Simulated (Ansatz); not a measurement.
# NaCl: the cost of one run

Computed with Ansatz 0.2.0 (reference: DFT, HSE06, plane waves, PAW, unless a step's input says otherwise).

**1. The structure to begin with**

Symmetry: P6_3/mmc, No. 194, hexagonal system. The conventional cell has a = 4.721 Å, b = 4.721 Å, c = 5.570 Å, α = 90.00°, β = 90.00°, γ = 120.00°. Na (site symmetry -6m2) is surrounded by 5 Cl at 2.73 to 2.78 Å. Cl (site symmetry -6m2) is surrounded by 5 Na at 2.73 to 2.78 Å.

Coordinates:

```
CELL_PARAMETERS angstrom
4.72106 0.00000 0.00000
-2.36053 4.08855 0.00000
0.00000 0.00000 5.56977
ATOMIC_POSITIONS crystal
Na 0.33333 0.66667 0.25000
Na 0.66667 0.33333 0.75000
Cl 0.66667 0.33333 0.25000
Cl 0.33333 0.66667 0.75000
```

**2. Baseline**

Input file input.yaml:

```yaml
crystal:
  lattice:
    - [4.721055585, 0.0, 0.0]
    - [-2.3605277925, 4.0885540693, 0.0]
    - [0.0, 0.0, 5.5697676611]
  atoms:
    - { symbol: Na, position: [0.3333333333, 0.6666666667, 0.25] }
    - { symbol: Na, position: [0.6666666667, 0.3333333333, 0.75] }
    - { symbol: Cl, position: [0.6666666667, 0.3333333333, 0.25] }
    - { symbol: Cl, position: [0.3333333333, 0.6666666667, 0.75] }
kpoints:
  mp_grid: { grid: [6, 6, 2] }
hamiltonian:
  xc: hse06
scf:
  occupations: { method: fixed }
  n_extra_bands: 5
output:
  forces: true
  stress: true
  eigenvalues: true
  write_density: true
  write_potential: true
  elf: true
  volumetric_format: npy
```

Run with:

```
> ansatz run input.yaml --threads 4 --pin off --max-ram 3686MiB --backend cpu --events-out ev --progress --plain --runs-dir out
```

Q: Estimate wall time and peak memory on 4 threads of Arm Neoverse V2, shared host.

About 9.8 s, with a peak of 1.3 GiB.
